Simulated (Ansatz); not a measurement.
**Moving spin-orbit coupling in KI**

It takes space group Fm-3m (No. 225, cubic). Conventional cell: a = 7.066 Å, b = 7.066 Å, c = 7.066 Å, α = 90.00°, β = 90.00°, γ = 90.00°. I (site symmetry m-3m) has 6 K at 3.53 Å as nearest neighbours. Around K (site symmetry m-3m) lie 6 I at 3.53 Å.

Kept alike: task band structure; functional PBEsol; k mesh 7 × 7 × 7; occupations fermi-dirac, width 0.05 eV. Program: Ansatz, Ansatz PAW, cutoff 420 eV. The mesh is that of the run's cell of 2 atoms.

| spin-orbit coupling | band gap (eV) |
| --- | --- |
| off | 3.818 |
| on | 3.494 |

Gaps are the smaller of the mesh's and the band path's. All rows use potentials made for PBE.

**Question.** What does spin-orbit coupling change here?

**Answer.** The band gap runs from 3.494 (on) to 3.818 eV (off). Spin-orbit coupling splits p and d bands at the edges, and the more so the heavier the atoms. Measured: 6.32 eV (a printed reference work); nearest off, 2.502 eV off. Semilocal gaps fall short of quasiparticle gaps.
